## Two layers, one vibration, two frequencies

Zone-centre phonons of BN (P6_3/mmc, 4 atoms in the cell, a = 2.504 Å, c = 7.033 Å), from linear response in Ansatz 0.2.0 with PBEsol, scalar-relativistic PAW, a 420 eV plane-wave cutoff and a 12×12×4 k mesh. Frequencies are for zero mean electric field (no LO–TO term); infrared intensities and static Raman activities are summed over each degenerate level.

| row | phonon frequency (cm⁻¹) | degeneracy | infrared intensity ((D/Å)²/amu) | raman activity (Å^4/amu) |
| --- | --- | --- | --- | --- |
| 1 | 33.5 | 2 | 0 | 0.02 |
| 2 | 62.8 | 1 | 0 | 0 |
| 3 | 754.2 | 1 | 3.15 | 0 |
| 4 | 793.5 | 1 | 0 | 0 |
| 5 | 1361.8 | 2 | 0 | 695 |
| 6 | 1362.0 | 2 | 111 | 0 |

The cell of this layered crystal holds two flat BN sheets, so each vibration inside a sheet occurs twice: once with the two sheets in step, once in opposition. The computed displacements show the pairs. In rows 3 and 4, boron and nitrogen move against each other perpendicular to the sheets, in step in row 3 and in opposition in row 4. Rows 5 and 6 are the stretch of the B–N bonds within the sheets, in opposition in row 5 and in step in row 6.

For the perpendicular motion, the change from in step to opposition raises the phonon frequency by 39 cm⁻¹. For the bond stretch it makes almost no difference: rows 5 and 6 lie only about 0.2 cm⁻¹ apart. Why should a sheet notice its neighbour in one motion and ignore it in the other?

### What the spectra see

The infrared intensity measures the change of the crystal's dipole during the vibration, the Raman activity the change of its polarisability. When a bond stretches in a single BN sheet, both change. The second sheet is the inverted image of the first: for the same displacement its dipole changes in the same sense, its polarisability in the opposite sense. In step, the dipoles therefore add and the polarisability changes cancel (row 6); in opposition it is the other way round (row 5). An infrared band and a Raman line near 1362 cm⁻¹ thus belong to one and the same bond vibration, not to two kinds of bond.

The perpendicular motion has no Raman activity in either form. A mirror in the plane of a flat sheet turns such a displacement into its reverse, and together with the threefold axis this forbids a polarisability change in proportion to the displacement. Row 4, whose dipoles also cancel, is silent in both spectra. These zeros follow from symmetry alone and don't explain the frequencies.

### Do the sheets push on each other?

The tempting answer is mechanical. Sheets that move towards and away from each other should collide, as it were, while sheets that move sideways should slide past. The table allows a test, because rows 1 and 2 are motions of whole sheets: row 1 is their sliding, row 2 their breathing against each other. Their low frequencies measure how stiff the contact between sheets is.

Two equal pendulums joined by a weak spring show how to use this. In step, the spring keeps its length and the pendulums swing at their own frequency. In opposition, the spring adds a fixed amount to the squared frequency, and this amount is the squared frequency that the two masses would have on the spring alone. For the sheets, row 2 plays the part of the masses on the spring. The likeness holds roughly for the size of the effect but not for its sign, since boron and nitrogen move oppositely within a sheet and it matters which atoms face each other.

The size for the perpendicular motion is then

√(754.2² + 62.8²) − 754.2 ≈ 2.6 cm⁻¹,

about 7 % of the computed gap. To produce the whole gap, the breathing motion would have to lie near 247 cm⁻¹, four times its computed frequency. The calculation probably makes the contact too soft, because its functional lacks the long-range dispersion attraction between the sheets. That doesn't rescue the springs, however: the 39 cm⁻¹ arise in the same calculation, with the same soft contact.

The test misses any force that cancels in the motion of a whole sheet, and electric forces are of this kind. A sheet is neutral as a whole, so when it moves rigidly the electric forces on its boron and nitrogen atoms largely cancel. When the two move against each other, the forces add. Rows 1 and 2 can therefore be soft even if the sheets interact electrically in another row.

### Does the larger dipole couple more strongly?

If electric forces are at work, the motion with the larger dipole might be expected to show the larger gap. The infrared intensity of row 6 is 35 times that of row 3. Half of this ratio remains for each direction of motion, because row 6 counts two directions (degeneracy 2). As the moving masses are the same, the effective charge is larger in the plane by the square root of 17.6, or about 4.2.

Two causes probably share in this, and the table doesn't separate them. Motion within the plane changes the bond lengths, and electrons can then shift along the bonds; a small perpendicular displacement hardly changes the lengths. A dipole across a thin sheet also sets up a field against itself, and the electrons, yielding to that field, are expected to screen part of it. By the size of the dipole, then, the bond stretch should split far more than the perpendicular motion. It hardly splits at all, so the strength of the dipole can't be what decides.

### The direction of the dipole

What remains is the direction of the dipole relative to the stack. Take the electric quantities averaged over planes parallel to the sheets. Electrostatics then demands two things: the electric field *along* the sheets has the same value at every height, and so has the displacement field D *across* them, since there are no free charges. If the sheets influence each other only through these averages, each sheet needs to know just two numbers about its surroundings.

For the bond stretch, the number that matters is the field along the sheets. The table holds for zero mean field in the crystal, so this field is zero at every height, in row 5 as in row 6. A sheet finds the same conditions whether its neighbour moves in step or in opposition, and the frequencies agree. The large dipole has no field to act through.

For the perpendicular motion, the number that matters is D. In step (row 3), the mean field is zero but the crystal is polarised, so D is not zero. In opposition (row 4), the polarisations of the two sheets cancel, the mean field is zero too, and D vanishes at every height. The field with which each sheet opposes its own polarisation then acts in full, with no D to offset it. It pulls the displaced ions back and raises the frequency, just as in a longitudinal wave of a polar crystal.

The size of this rise follows from the dielectric constants. Let s be the rise of the squared frequency above the ω² of row 3. It grows with the charge of the moving ions but doesn't depend on the stiffness that holds them. How far the ions follow a static field depends on both, and comparing the two effects gives

ε(static) / ε(electronic) = 1 + s/ω²,

where ε(electronic) is the dielectric constant with the ions held still and ε(static) the one with the ions free to move. The frequency at D = 0 is therefore ω √(ε(static)/ε(electronic)), the Lyddane–Sachs–Teller relation. Along the stack the same calculation gives 2.81 and 2.50 for the two constants, and with their unrounded values

754.2 cm⁻¹ × 1.060 ≈ 799.5 cm⁻¹.

Row 4 lies at 793.5 cm⁻¹. Its frequency doesn't enter the dielectric constants, so the comparison is a real test of the idea that the sheets meet only through D. The estimate overshoots the gap by 15 %, where the springs gave a fifteenth of it. The printed output that follows sets both estimates beside the computed gaps; neither has a constant adjusted to those gaps.

The remaining 6 cm⁻¹ may mark where the picture of separate sheets ends. Short-range forces between the sheets are the natural candidate. A spring between boron and nitrogen of neighbouring sheets is stretched in step and hardly at all in opposition, so it should put row 4 below the estimate; a spring between like atoms should do the reverse. Lowered by the size of the springs read from row 2, the estimate is 797.1 cm⁻¹, still above row 4. Row 2 doesn't cap these forces, though: couplings of opposite sign between unlike and between like atoms would partly cancel in the breathing motion and add in this one, so they could cover the whole remainder. The convergence of the dielectric constants is also undocumented, so such a small remainder shouldn't be read closely.

### A gap made by the field

The 39 cm⁻¹ thus tell little about how firmly the sheets are bound. Both motions are computed at zero mean field, but D is present in row 3 and absent in row 4. If row 3 is taken as a longitudinal wave running along the stack, D vanishes there as well; its frequency becomes the 799.5 cm⁻¹ just found, and the large gap shrinks to a small one of opposite sign. The stiffness of the contact has to be read from rows 1 and 2.

For another stack of weakly bound sheets with polar bonds, this picture, tested here on one crystal only, suggests asking first which way the dipole of the vibration points. If it lies in the sheets, the forms in step and in opposition should nearly coincide at zero mean field, however strong the infrared band. If it points along the stack, the form in opposition should lie higher, by an amount set by how much the ions add to the dielectric constant in that direction, provided it is the only polar vibration along the stack.

Printed output of the fit:

```
optical modes counted with degeneracy: 9
gap between rows 3 and 4, out-of-plane motion, cm-1: 39.3
gap between rows 5 and 6, bond stretch, cm-1: 0.2
size of gap from springs, out-of-plane, cm-1: 2.61
size of gap from springs, bond stretch, cm-1: 0.4119
spring estimate as percentage of the out-of-plane gap: 6.641
breathing frequency that springs would need for the out-of-plane gap, cm-1: 246.6
that needed frequency over the computed one of row 2: 3.927
infrared intensity of row 6 over row 3: 35.24
the same for one direction of motion: 17.62
effective charge in plane over out of plane: 4.198
gap of the bond stretch if its dipoles also met a longitudinal field, cm-1: 228
field estimate of row 4, no fitted number, cm-1: 799.5
field estimate of the out-of-plane gap, cm-1: 45.34
field estimate less computed row 4, cm-1: 6.039
field estimate as percentage of the out-of-plane gap: 115.4
field estimate of row 4 lowered by the spring size, cm-1: 797.1
```
